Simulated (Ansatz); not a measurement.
The system is TaN.

```
Ta N
1.0
     2.92177    0.00000    0.00000
    -1.46088    2.53033    0.00000
     0.00000    0.00000    5.91652
Ta N
2 2
Cartesian
  0.0000 0.0000 2.9583
  0.0000 0.0000 0.0000
  0.0000 1.6869 1.4791
  1.4609 0.8434 4.4374
```

The cell comes from a database or a generator and needn't be the stable form of this composition.

Base run:

```yaml
Program: Ansatz 0.2.0
Functional: PBEsol
Potentials_or_basis: Ansatz PAW
Cutoff: "420 eV (not typed: the program's choice for these potentials)"
k_mesh: 7 × 7 × 4
Occupations: fermi-dirac, width 0.05 eV
Spin: no spin polarisation
Hubbard_terms: Ta d U = 6 eV
```

Its results: band gap on the k mesh none (metal or under the smearing width); pressure -4.8 GPa.

After a change of settings the same cell gave: band gap on the k mesh none (metal or under the smearing width); pressure -7.9 GPa. Which change was it?
A. hubbard terms from Ta d U = 6 eV to Ta d U = 3 eV
B. hubbard terms from Ta d U = 6 eV to Ta d U = 8 eV
C. hubbard terms from Ta d U = 6 eV to none; hubbard projectors from ortho-atomic (the default) to none

A.

Caveats: U without spin polarisation on a metal has little footing; the PAW data sets come from PBE, with cores solved anew for the run's functional, which leaves a small shift of forces and pressure.
